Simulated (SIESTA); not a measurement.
KF (Carobbiite):

```
K F
1.0
     0.00000    2.67185    2.67185
     2.67185    0.00000    2.67185
     2.67185    2.67185    0.00000
K F
1 1
Cartesian
  0.0000 0.0000 0.0000
  2.6719 2.6719 2.6719
```

Base run:

- Program: SIESTA 5.4.2
- Functional: PBE
- Potentials or basis: PseudoDojo 0.4 standard (PBE files)
- Basis: DZP (energy shift 0.003 Ry; two zetas on semicore shells; d shell added on K)
- Grid cutoff: 800 Ry
- Energy shift: 0.003 Ry
- k mesh: 9 × 9 × 9
- Occupations: fermi-dirac, width 0.05 eV
- Spin: no spin polarisation

Its results: band gap on the k mesh 6.16 eV, direct; pressure 0.9 GPa.

Task: The run is repeated on the same cell with these changes: functional from PBE to PBEsol; potentials or basis from PseudoDojo 0.4 standard (PBE files) to PseudoDojo 0.4 standard (PBEsol files). What comes out?

Result: Band gap on the k mesh 6.03 eV, direct; pressure -1.3 GPa.

Caveats: an odd mesh through Γ misses points on the zone boundary, where band edges often lie; the basis of atomic orbitals isn't converged, which shifts pressures, moduli and gaps.

Not every run made on this cell is shown here.
